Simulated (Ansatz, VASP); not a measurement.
# One calculation of Al, two programs

Contents of INCAR:

```
SYSTEM = Al
PREC     = Accurate       ! precision mode
ENCUT    = 520            ! plane-wave cutoff, eV
EDIFF    = 1E-6           ! SCF threshold, eV
ISMEAR   = -1             ! smearing method
SIGMA    = 0.05           ! smearing width, eV
LREAL    = .FALSE.        ! projectors in reciprocal space
LASPH    = .TRUE.         ! aspherical terms in the spheres
NELM     = 60             ! most SCF steps
ALGO     = Normal         ! electronic algorithm
ISIF     = 2              ! what is computed and relaxed
LWAVE    = .FALSE.        ! write WAVECAR
LCHARG   = .FALSE.        ! write CHGCAR
NBANDS   = 10             ! bands
```

File KPOINTS:

```
Automatic mesh
0
G
  6 6 3
  0 0 0
```

File POSCAR:

```
Al
1.0
    2.8124553515      0.0000000000      0.0000000000
   -1.4062276757      2.4356577814      0.0000000000
    0.0000000000      0.0000000000      4.8668500000
Al
2
Direct
    0.3333333333      0.6666666667      0.2500000000
    0.6666666667      0.3333333333      0.7500000000
```

Contents of input.yaml:

```yaml
crystal:
  lattice:
    - [2.8124553515, 0.0, 0.0]
    - [-1.4062276757, 2.4356577814, 0.0]
    - [0.0, 0.0, 4.86685]
  atoms:
    - { symbol: Al, position: [0.3333333333, 0.6666666667, 0.25] }
    - { symbol: Al, position: [0.6666666667, 0.3333333333, 0.75] }
hamiltonian:
  xc: lda
  pseudopotentials: { kind: paw }
kpoints:
  mp_grid: { grid: [6, 6, 3] }
  band_path:
    path:
      - [[0.0, 0.0, 0.0], [0.5, 0.0, 0.0], [0.3333333333, 0.3333333333, 0.0], [0.0, 0.0, 0.0], [0.0, 0.0, 0.5], [0.5, 0.0, 0.5], [0.3333333333, 0.3333333333, 0.5], [0.0, 0.0, 0.5]]
      - [[0.5, 0.0, 0.5], [0.5, 0.0, 0.0]]
      - [[0.3333333333, 0.3333333333, 0.0], [0.3333333333, 0.3333333333, 0.5]]
    npoints: 14
scf:
  occupations: { method: fermi_dirac, width: 0.05 }
  n_extra_bands: 6
output:
  forces: true
  stress: true
  eigenvalues: true
  fatbands: true
```

This isn't the form of Al at room conditions, which is fcc.

Alike in both runs: functional LDA; k mesh 6 × 6 × 3; occupations fermi-dirac, width 0.05 eV; no spin polarisation.

```csv
,VASP,Ansatz
version,VASP 6.6.1,Ansatz 0.2.0
potentials or method,"VASP PAW LDA potentials, release 64 (Al)",Ansatz PAW
plane-wave cutoff (eV),520,420
valence electrons in the cell,6,6
task,single point,band structure
```

|  | VASP | Ansatz | Ansatz less VASP |
| --- | --- | --- | --- |
| gap on the k mesh at the Fermi level (eV) | none | none | - |
| pressure (GPa) | -1.3 | -1.4 | -0.06 |
| largest component of the traceless stress (GPa) | 5.06 | 5.04 | -0.025 |

A gap of «none» marks a metal or a gap that the smearing closes.

Caveats: the k mesh is coarse (spacing up to 0.43 Å⁻¹), so the values aren't converged; the PAW data sets come from PBE, with cores solved anew for the run's functional, which leaves a small shift of forces and pressure (Ansatz).
